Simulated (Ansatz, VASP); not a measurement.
Gd in VASP and in Ansatz

File INCAR:

```
SYSTEM = Gd
  PREC = Accurate
  ENCUT = 520
  EDIFF = 1E-7
  ISMEAR = -1
  SIGMA = 0.05
  LREAL = .False.
  LASPH = .True.
  NELM = 150
  ALGO = Normal
  ISIF = 2
  LWAVE = .False.
  LCHARG = .True.
  ISPIN = 2
  MAGMOM = 7
  LORBIT = 11
  LMAXMIX = 6
  GGA = PE
  LELF = .True.
  LVHAR = .True.
  NBANDS = 19
```

File KPOINTS:

```
Automatic mesh
0
Gamma
  9 9 9
  0 0 0
```

The input POSCAR:

```
Gd
1.0
    0.0000000000      2.5858190855      2.5858190855
    2.5858190855      0.0000000000      2.5858190855
    2.5858190855      2.5858190855      0.0000000000
Gd
1
Direct
    0.0000000000      0.0000000000      0.0000000000
```

Contents of input.yaml:

```yaml
crystal:
  lattice:
    - [0.0, 2.5858190855, 2.5858190855]
    - [2.5858190855, 0.0, 2.5858190855]
    - [2.5858190855, 2.5858190855, 0.0]
  atoms:
    - { symbol: Gd, position: [0.0, 0.0, 0.0], spin: 7.0 }
hamiltonian:
  xc: pbe
  pseudopotentials: { kind: paw }
magnetization:
  spin_polarized: true
kpoints:
  mp_grid: { grid: [9, 9, 9] }
scf:
  occupations: { method: fermi_dirac, width: 0.05 }
output:
  forces: true
  stress: true
  eigenvalues: true
```

This isn't the form of Gd at room conditions, which is hcp.

Alike in both runs: task single point; functional PBE; k mesh 9 × 9 × 9; occupations fermi-dirac, width 0.05 eV; collinear spin, ferromagnetic start.

|  | VASP | Ansatz |
| --- | --- | --- |
| version | VASP 6.6.1 | Ansatz 0.2.0 |
| potentials or method | VASP PAW PBE potentials, release 64 (Gd) | Ansatz PAW |
| plane-wave cutoff (eV) | 520 | 420 |
| valence electrons in the cell | 18 | 18 |

Ansatz gave:

```
gap on the k mesh at the Fermi level (eV)                     : none
pressure (GPa)                                                : -1.3
net moment per atom (μB)                                      : 7.59
size of the moment on the site where the two differ most (μB) : 7.33
```

Q: Estimate VASP's values.

A: gap on the k mesh at the Fermi level (eV): none; pressure (GPa): -1.3; net moment per atom (μB): 7.59; size of the moment on the site where the two differ most (μB): 6.97.

Site moments also hang on the region over which each program counts them. A gap of «none» marks a metal or a gap that the smearing closes.

Caveats: spin-orbit coupling is left out, which moves the levels of the heavy elements. The state reached can hang on the start; a lower one may exist.
